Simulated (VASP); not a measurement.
# CoO (I4/mmm) in VASP: a series of runs

One crystal, CoO, is run at these levels: LDA+U; tasks: single point.

All numbers are computed with VASP 6.6.1; they aren't measurements. Logs are shortened: lines on timing, memory, paths and dates and some standing lists are left out, and cuts for length are marked.

## 1. The structure

The structure is tetragonal, space group I4/mmm (No. 139). Conventional cell: a = 3.016 Å, b = 3.016 Å, c = 4.215 Å, α = 90.00°, β = 90.00°, γ = 90.00°. Co (site symmetry 4/mmm) has 6 O at 2.11 to 2.13 Å as nearest neighbours. Around O (site symmetry 4/mmm) lie 6 Co at 2.11 to 2.13 Å.

## 2. Single point, LDA+U, collinear spin, random start

The input, INCAR:

```
SYSTEM = CoO
PREC = Accurate
ENCUT = 520
EDIFF = 1E-6
ISMEAR = 0
SIGMA = 0.05
LREAL = .False.
LASPH = .True.
NELM = 120
ALGO = Normal
ISIF = 2
LWAVE = .False.
LCHARG = .False.
ISPIN = 2
MAGMOM = 0.63 0
LORBIT = 11
LMAXMIX = 4
LDAU = .True.
LDAUTYPE = 2
LDAUL = 2 -1
LDAUU = 3 0
LDAUJ = 0 0
LDAUPRINT = 1
GGA = CA
```

The input, KPOINTS:

```
regular mesh
0
Gamma
  9 9 9
  0 0 0
```

The input, POSCAR:

```
CoO
1.0
   -1.5080004400      1.5080004400      2.1072503600
    1.5080004400     -1.5080004400      2.1072503600
    1.5080004400      1.5080004400     -2.1072503600
Co O
1 1
Direct
    0.0000000000      0.0000000000      0.0000000000
    0.5000000000      0.5000000000      0.0000000000
```

Potentials or basis: VASP PAW LDA potentials, release 64 (Co, O).

Run with:

```bash
$ cat potpaw_LDA.64/Co/POTCAR potpaw_LDA.64/O/POTCAR > POTCAR
$ mpirun -np 1 vasp_std > vasp.out
```

OUTCAR:

```text
SYSTEM = CoO
   PREC = Accurate
   ENCUT = 520
   EDIFF = 1E-6
   ISMEAR = 0
   LREAL = .False.
   LASPH = .True.
   NELM = 120
   ISIF = 2
   ISPIN = 2
   LORBIT = 11
   GGA = CA

 ion  position               nearest neighbor table
   1  0.000  0.000  0.000-   2 2.11   2 2.11   2 2.13   2 2.13   2 2.13   2 2.13
   2  0.500  0.500  0.000-   1 2.11   1 2.11   1 2.13   1 2.13   1 2.13   1 2.13

  LATTYP: Found a body centered tetragonal cell.
 ALAT       =     3.0160008800
 C/A-ratio  =     1.3973804676

  Lattice vectors:

 A1 = (  -1.5080004400,   1.5080004400,   2.1072503600)
 A2 = (   1.5080004400,  -1.5080004400,   2.1072503600)
 A3 = (   1.5080004400,   1.5080004400,  -2.1072503600)

Analysis of symmetry for initial positions (statically):
=====================================================================
 Subroutine PRICEL returns:
 Original cell was already a primitive cell.

 Routine SETGRP: Setting up the symmetry group for a
 body centered tetragonal supercell.

 Subroutine GETGRP returns: Found 16 space group operations
 (whereof 16 operations were pure point group operations)
 out of a pool of 16 trial point group operations.

The static configuration has the point symmetry D_4h.

Analysis of symmetry for dynamics (positions and initial velocities):
=====================================================================
 Subroutine PRICEL returns:
 Original cell was already a primitive cell.

 Routine SETGRP: Setting up the symmetry group for a
 body centered tetragonal supercell.

 Subroutine GETGRP returns: Found 16 space group operations
 (whereof 16 operations were pure point group operations)
 out of a pool of 16 trial point group operations.

The dynamic configuration has the point symmetry D_4h.

Analysis of structural, dynamic, and magnetic symmetry:
=====================================================================
 Subroutine PRICEL returns:
 Original cell was already a primitive cell.

 Routine SETGRP: Setting up the symmetry group for a
 body centered tetragonal supercell.

 Subroutine GETGRP returns: Found 16 space group operations
 (whereof 16 operations were pure point group operations)
 out of a pool of 16 trial point group operations.

The overall configuration has the point symmetry D_4h.

 Subroutine INISYM returns: Found 16 space group operations
 (whereof 16 operations are pure point group operations),
 and found     1 'primitive' translations

----------------------------------------------------------------------------------------

                                     Primitive cell

  volume of cell :      19.1681

  direct lattice vectors                    reciprocal lattice vectors
    -1.508000440  1.508000440  2.107250360     0.000000000  0.331564890  0.237276030
     1.508000440 -1.508000440  2.107250360     0.331564890  0.000000000  0.237276030
     1.508000440  1.508000440 -2.107250360     0.331564890  0.331564890  0.000000000

  length of vectors
     2.998105191  2.998105191  2.998105191     0.407719500  0.407719500  0.468903564

  position of ions in fractional coordinates (direct lattice)
     0.000000000  0.000000000  0.000000000
     0.500000000  0.500000000  0.000000000

  ion indices of the primitive-cell ions
   primitive index   ion index
                 1           1
                 2           2

----------------------------------------------------------------------------------------

 KPOINTS: regular mesh

Automatic generation of k-mesh.
 Grid dimensions read from file:
 generate k-points for:    9    9    9

 Generating k-lattice:

  Cartesian coordinates                     Fractional coordinates (reciprocal lattice)
[... 83 lines left out ...]
  Thomas-Fermi vector in A             =   2.619047
   LORBIT       =     11    0 simple, 1 ext, 2 COOP (PROOUT), +10 PAW based schemes
 LDA+U is selected, type is set to LDAUTYPE =  2
   angular momentum for each species LDAUL =     2   -1
   U (eV)           for each species LDAUU =   3.0  0.0
   J (eV)           for each species LDAUJ =   0.0  0.0
   GGA     = CA    functional components
   LHFCALC =     F    Hartree Fock is set to
   AEXX    =    0.0000 exact exchange contribution
   IVDW    =     0    specifies the selected vdW correction
   LEPSILON=     F    determine dielectric tensor
   LRPA    =     F    only Hartree local field effects (RPA)
 spin polarized calculation
 Gauss-broadening in eV      SIGMA  =   0.05
  energy-cutoff  :      520.00
  volume of cell :       19.17
 maximum number of plane-waves:       533
   NGX = 11   NGY = 11   NGZ = 11

 number of electron      15.0000007 magnetization       1.9607037

 Free energy of the ion-electron system (eV)
  ---------------------------------------------------
  ext. energy  EPLUGINS =         0.00000000
  ---------------------------------------------------
  free energy    TOTEN  =       -13.53382724 eV

  energy without entropy =      -13.52772910  energy(sigma->0) =      -13.53077817

atom =   1  type =  1  l = 2

 onsite density matrix

spin component  1

  1.0094  0.0000  0.0000  0.0000  0.0000
  0.0000  0.9670 -0.0000 -0.0000 -0.0000
  0.0000 -0.0000  1.0134  0.0000 -0.0000
  0.0000 -0.0000  0.0000  0.9670  0.0000
  0.0000 -0.0000 -0.0000  0.0000  0.9640

spin component  2

  0.1496  0.0000 -0.0000  0.0000 -0.0000
  0.0000  0.4927  0.0000  0.0000 -0.0000
 -0.0000  0.0000  0.1760  0.0000 -0.0000
  0.0000  0.0000  0.0000  0.4927  0.0000
 -0.0000 -0.0000 -0.0000  0.0000  0.9523

 occupancies and eigenvectors

  o =  0.1496  v =  0.0000  0.0000  0.0000  0.0000  0.0000  1.0000  0.0000  0.0000  0.0000  0.0000      0.0000  0.0000  0.0000  0.0000  0.0000  0.0000  0.0000  0.0000  0.0000  0.0000
  o =  0.1760  v =  0.0000  0.0000  0.0000  0.0000  0.0000  0.0000 -0.0000 -1.0000  0.0000 -0.0000      0.0000  0.0000  0.0000  0.0000  0.0000  0.0000  0.0000  0.0000  0.0000  0.0000
  o =  0.4927  v =  0.0000  0.0000  0.0000  0.0000  0.0000  0.0000 -0.2035 -0.0000 -0.9791  0.0000      0.0000  0.0000  0.0000  0.0000  0.0000  0.0000  0.0000  0.0000  0.0000  0.0000
  o =  0.4927  v =  0.0000  0.0000  0.0000  0.0000  0.0000  0.0000  0.9791 -0.0000 -0.2035  0.0000      0.0000  0.0000  0.0000  0.0000  0.0000  0.0000  0.0000  0.0000  0.0000  0.0000
  o =  0.9523  v =  0.0000  0.0000  0.0000  0.0000  0.0000  0.0000  0.0000  0.0000 -0.0000 -1.0000      0.0000  0.0000  0.0000  0.0000  0.0000  0.0000  0.0000  0.0000  0.0000  0.0000
  o =  0.9640  v =  0.0000 -0.0000  0.0000 -0.0000  1.0000  0.0000  0.0000  0.0000  0.0000  0.0000      0.0000  0.0000  0.0000  0.0000  0.0000  0.0000  0.0000  0.0000  0.0000  0.0000
  o =  0.9670  v =  0.0000 -0.7907 -0.0000  0.6122 -0.0000  0.0000  0.0000  0.0000  0.0000  0.0000      0.0000  0.0000  0.0000  0.0000  0.0000  0.0000  0.0000  0.0000  0.0000  0.0000
  o =  0.9670  v =  0.0000 -0.6122  0.0000 -0.7907 -0.0000  0.0000  0.0000  0.0000  0.0000  0.0000      0.0000  0.0000  0.0000  0.0000  0.0000  0.0000  0.0000  0.0000  0.0000  0.0000
  o =  1.0094  v =  1.0000  0.0000  0.0000  0.0000  0.0000  0.0000  0.0000  0.0000  0.0000  0.0000      0.0000  0.0000  0.0000  0.0000  0.0000  0.0000  0.0000  0.0000  0.0000  0.0000
  o =  1.0134  v =  0.0000  0.0000 -1.0000 -0.0000  0.0000  0.0000  0.0000  0.0000  0.0000  0.0000      0.0000  0.0000  0.0000  0.0000  0.0000  0.0000  0.0000  0.0000  0.0000  0.0000

 number of electron      15.0000006 magnetization       2.9996581

 Free energy of the ion-electron system (eV)
  ---------------------------------------------------
  ext. energy  EPLUGINS =         0.00000000
  ---------------------------------------------------
  free energy    TOTEN  =       -13.10939186 eV

  energy without entropy =      -13.10658522  energy(sigma->0) =      -13.10798854

 E-fermi :   7.5049     XC(G=0): -12.9192

 val. band max:        7.5042700623   @ k =   0.3333   0.2222  -0.0000
 cond. band min:       7.5068135308   @ k =   0.4444   0.0000  -0.0000
 fundamental gap:      0.0025434685
 Fermi energy:         7.5049201401

 spin component 1

 k-point     1 :       0.0000    0.0000    0.0000
  band No.  band energies     occupation
      1     -12.1675      1.00000
      2       2.6708      1.00000
      3       2.8874      1.00000
      4       2.8874      1.00000
      5       3.1240      1.00000
      6       3.7224      1.00000
      7       4.5977      1.00000
      8       4.7446      1.00000
      9       4.7446      1.00000
     10       8.8043      0.00000
     11      24.4153      0.00000
[... 650 lines left out ...]
  band No.  band energies     occupation
      1     -10.2132      1.00000
      2       1.3907      1.00000
      3       3.3063      1.00000
      4       3.8370      1.00000
      5       5.7826      1.00000
      6       6.5418      1.00000
      7       7.7395      0.00000
      8       8.7487      0.00000
      9       9.4456      0.00000
     10      14.6118      0.00000
     11      17.9483      0.00000

 [... further k-points ...]

------------------------ aborting loop because EDIFF is reached ----------------------------------------

  FORCE on cell =-STRESS in cart. coord.  units (eV):
  Direction    XX          YY          ZZ          XY          YZ          ZX
  --------------------------------------------------------------------------------------
  -------------------------------------------------------------------------------------
  Total       -1.6505422     -1.6505422     -2.6168997      0.0000000      0.0000000      0.0000000
  in kB     -137.9615734   -137.9615734   -218.7351615      0.0000000      0.0000000      0.0000000
  external PRESSURE =    -164.8861028 kB  Pullay stress =       0.0000000 kB

 VOLUME and BASIS-vectors are now :
 -----------------------------------------------------------------------------
  energy-cutoff  :      520.00
  volume of cell :       19.17
      direct lattice vectors                 reciprocal lattice vectors
    -1.508000440  1.508000440  2.107250360     0.000000000  0.331564890  0.237276030
     1.508000440 -1.508000440  2.107250360     0.331564890  0.000000000  0.237276030
     1.508000440  1.508000440 -2.107250360     0.331564890  0.331564890  0.000000000

 POSITION                                       TOTAL-FORCE (eV/Angst)
 -----------------------------------------------------------------------------------
      0.00000      0.00000      0.00000        -0.000000     -0.000000      0.000000
      0.00000      0.00000      2.10725         0.000000      0.000000      0.000000
 -----------------------------------------------------------------------------------
    total drift:                               -0.000000      0.000000     -0.000000

  FREE ENERGIE OF THE ION-ELECTRON SYSTEM (eV)
  ---------------------------------------------------
  free  energy   TOTEN  =       -13.1093918592 eV

  energy  without entropy=      -13.1065852232  energy(sigma->0) =      -13.10798854

 total charge

# of ion       s       p       d       tot
------------------------------------------
    1        0.306   0.375   7.159   7.840
    2        1.539   3.423   0.000   4.962
--------------------------------------------------
tot          1.846   3.798   7.159  12.802

 magnetization (x)

# of ion       s       p       d       tot
------------------------------------------
    1        0.018   0.018   2.657   2.693
    2        0.025   0.249   0.000   0.274
--------------------------------------------------
tot          0.043   0.267   2.657   2.967
```

Run time: 52 s. Hardware: 1 thread of Intel Xeon Platinum 8375C at 2.90GHz (Ice Lake), shared host; peak memory 0.15 GiB.

Results:

```yaml
Free_energy: -13.1094 eV
Pressure: -16.5 GPa
Band_gap_on_the_k_mesh: none (metal or under the smearing width)
Net_moment: 3.00 μB per cell
Site_moments: Co +2.69; O +0.27 μB
Valence_electrons_inside_the_program's_atomic_spheres: Co 7.84; O 4.96
```

Eigenvalues of the final occupation matrices:
```csv
site,spin,trace,eigenvalues
site 1 d,1,4.92,0.96 0.97 0.97 1.01 1.01
site 1 d,2,2.26,0.15 0.18 0.49 0.49 0.95
```

Caveat: a cell with one magnetic atom can't hold antiferromagnetic order, which such compounds often take.

(Continued in part 2 of 3.)
